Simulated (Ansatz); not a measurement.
## Is this Fe result the lowest state?

We look at Fe: a measured crystal structure (space group Fm-3m, primitive cell doubled), with 2 atoms per cell. Source: COD entry 9012706, which need not be the ambient phase.

Level of theory: DFT, PBE, PAW, plane waves, scalar-relativistic (Ansatz development build ahead of 0.2.0).

```yaml
crystal:
  lattice:
    - [-1.8195, -3.639, -1.8195]
    - [-1.8195, 0.0, -1.8195]
    - [1.8195, 0.0, -1.8195]
  atoms:
    - { symbol: Fe, position: [0.0, 0.0, 0.0], spin: 2.6 }
    - { symbol: Fe, position: [0.5, 0.0, 0.5], spin: -2.6 }
magnetization:
  spin_polarized: true
hamiltonian:
  xc: pbe
  pseudopotentials: { kind: paw }
basis:
  ecutwfc: 420
kpoints:
  mp_grid: { grid: [7, 11, 9] }
scf:
  occupations: { method: fermi_dirac, width: 0.1 }
  lower_state_search: "off"
output:
  forces: true
  stress: true
```

Time: 7 s on 2 threads of Intel(R) Xeon(R) Platinum 8375C CPU @ 2.90GHz (shared host), peak memory 0.44 GiB.

The end of the output:

```
SCF converged after 19 iterations
Magnetization: 0.0000 μB (16.0000 up, 16.0000 down)
Absolute magnetization: 3.9262 μB (∫|ρ↑−ρ↓|)
Spin contamination: 1.4431 ħ² per cell (⟨S²⟩ above its minimum at these occupations)
Per-site moments (μB) at R_I (Å): [(1.9078, 1.0614), (-1.9078, 1.0614)]
Free energy (F): -8960.631982 eV
Harris-Foulkes:  -8960.631982 eV  (|F-HF|=4.73e-11)
Internal energy: -8960.516201 eV  (E = F + TS)
E sigma→0 (E₀):  -8960.574092 eV
Entropy (-TS):   -0.115781 eV (-57.890 meV/atom)
Fermi energy:    17.581911 eV
--- Forces (eV/Å), atoms counted from 1 ---
  atom   1  Fe    -0.00000000     0.00000000     0.00000000
  atom   2  Fe     0.00000000     0.00000000    -0.00000000
--- Stress (GPa, compression-positive) ---
      -20.576044      -0.017177       0.049211
       -0.017176      -7.079566      -0.017176
        0.049211      -0.017177     -20.576044
  P = ⅓ Tr σ = -16.0772 GPa (-160.772 kbar)
```

The mesh is too coarse to rank close states of a metal with certainty: differences of some tens of meV/atom may change, at times in sign. The mesh has less symmetry than the lattice, which lowers the symmetry of the run.

Site moments are taken inside atomic spheres and don't add up to the total.

**Question.** The run converged. Is this the lowest state of the cell, and if not, what lies lower and how is it reached?

**Answer.** No, on this mesh. A state 28.6 meV/atom (0.057 eV per cell) lower exists in this cell: ferromagnetic, site moments Fe1 2.59, Fe2 2.59 μB, total 5.10 μB per cell, no gap on the k-mesh. It was reached from: parallel moments, default search for lower states [Fe1 4.00, Fe2 4.00 μB]; the moments in brackets, symmetry off, plain SCF [Fe1 4.00, Fe2 4.00 μB]. The wrong state matters: the pressure is -0.8 GPa there against -16.1 GPa here. This multiple of the primitive cell fits some opposed orders; other multiples fit others. Only collinear orders within this cell were tried; the true ground state may need a larger cell.
